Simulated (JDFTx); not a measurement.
BN under changes of volume

One of the cells (9.476 Å³/atom); the others are scaled copies at fixed shape and fractional positions:

```
CELL_PARAMETERS angstrom
0.00000 3.49532 2.16609
1.25163 0.00000 2.16609
1.25163 3.49532 0.00000
ATOMIC_POSITIONS crystal
N 0.66665 0.66665 0.33335
B 0.00005 0.00005 0.99995
```

Measurements of this composition are mostly on another form, of space group No. 194.

- Program: JDFTx 1.7.0 (patched build)
- Functional: PBE
- Potentials or basis: PseudoDojo-SR-PBE-0.5-standard
- Cutoff: 1143 eV
- Density cutoff: 9143 eV
- k mesh: 13 × 13 × 13
- Occupations: fermi-dirac, width 0.05 eV
- Spin: no spin polarisation

```csv
volume (Å³/atom),energy over the lowest point (meV/atom),pressure (GPa),gap on the mesh (eV),largest force (eV/Å)
8.908,38.48,19.1,3.97,0.013
9.097,19.43,13.2,3.96,0.012
9.287,7.05,7.8,3.94,0.011
9.476,0.75,2.9,3.93,0.010
9.666,0.00,-1.6,3.91,0.009
9.855,?,?,?,?
10.045,13.29,-9.4,3.88,0.007
```

What does the run at 9.855 Å³/atom give?

Energy over the lowest point 4.33 meV/atom; pressure -5.7 GPa; gap on the mesh 3.90 eV; largest force 0.008 eV/Å.

Worked out: A Birch-Murnaghan fit of order 3 (a polynomial in V^(-2/3)) to the other rows has its minimum at 9.60 Å³/atom with B0 = V·E''(V) = 224 GPa and B' = 3.7 at fixed shape and positions, which overstates the stiffness. It gives 4.32 meV/atom at 9.855 Å³/atom, against the run's 4.33, and -dE/dV = -5.7 GPa, against -5.7. A straight line through the other rows of the gap, of slope -0.763 eV per unit of ln V, gives 3.90 eV, against the run's 3.90.

Energies are extrapolated to zero smearing.

Caveats: an odd mesh through Γ misses points on the zone boundary, where band edges often lie.
